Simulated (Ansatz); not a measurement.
NaF, CsCl type, relaxed with r2SCAN, was run in Ansatz under altered settings. All numbers are computed, without spin polarisation but where a row says otherwise.

```
CELL_PARAMETERS angstrom
2.79349 0.00000 0.00000
0.00000 2.79349 0.00000
0.00000 0.00000 2.79349
ATOMIC_POSITIONS crystal
Na 0.00000 0.00000 0.00000
F 0.50000 0.50000 0.50000
```

The base run's other keys:
```yaml
kpoints:
  mp_grid: { grid: [4, 4, 4] }
hamiltonian:
  xc: hse06
scf:
  occupations: { method: fixed }
  n_extra_bands: 4
```

It takes 13 iterations with 437 plane waves at 420 eV and 10 k points, and leaves a mean stress of +1.82 GPa. The gap over this mesh is 8.332 eV. It ran on 4 threads of Arm Neoverse N1, with other jobs on the host.

Outcomes, with energy and stress as changes against the base:
```csv
setting,outcome,ΔF (meV/atom),Δ mean stress (GPa),gap on the mesh (eV),iterations,wall time
"PBE hybrid, exx coeff 0.5, omega 0.1 1/Å",converged,–,-2.5,11.396,15,3.8 s
"PBE hybrid, exx coeff 0.1, omega 0.5 1/Å",converged,–,+1.6,6.688,11,3.2 s
"PBE hybrid, exx coeff 0.5, unscreened",converged,–,-2.6,12.166,15,3.6 s
"PBE hybrid, exx coeff 0.75, omega 0.1 1/Å",converged,–,-4.7,14.146,17,4.1 s
"kpoints.mp_grid.grid: [3, 3, 3]",converged,+6.7,+0.2,8.438,11,2.3 s
```
A dash marks a value that wasn't obtained or can't be compared. Stress is positive in compression. The base took 3.4 s.

- PBE hybrid, exx coeff 0.5, omega 0.1 1/Å. That is 50 % exact exchange, screened with ω = 0.1 1/Å, against HSE06's 25 % screened at 0.208 1/Å. The mean stress moves by -2.5 GPa and the gap on the mesh by +3.065 eV (to 11.396). Totals of different functionals aren't comparable. The program warns that on this mesh the truncation of the exchange isn't bounded, so part of the change can be an error of the mesh.
- PBE hybrid, exx coeff 0.1, omega 0.5 1/Å. That is 10 % exact exchange, screened with ω = 0.5 1/Å, against HSE06's 25 % screened at 0.208 1/Å. The mean stress moves by +1.6 GPa and the gap on the mesh by -1.643 eV (to 6.688). Totals of different functionals aren't comparable.
- PBE hybrid, exx coeff 0.5, unscreened. That is 50 % exact exchange, at all ranges, against HSE06's 25 % screened at 0.208 1/Å. The mean stress moves by -2.6 GPa and the gap on the mesh by +3.834 eV (to 12.166). Totals of different functionals aren't comparable.
- PBE hybrid, exx coeff 0.75, omega 0.1 1/Å. That is 75 % exact exchange, screened with ω = 0.1 1/Å, against HSE06's 25 % screened at 0.208 1/Å. The mean stress moves by -4.7 GPa and the gap on the mesh by +5.815 eV (to 14.146). Totals of different functionals aren't comparable. The program warns that on this mesh the truncation of the exchange isn't bounded, so part of the change can be an error of the mesh.

The program warns that its thresholds are loose for a hybrid's stress.

The meshes of the hybrids are coarse, so their gaps aren't converged to the digits shown.
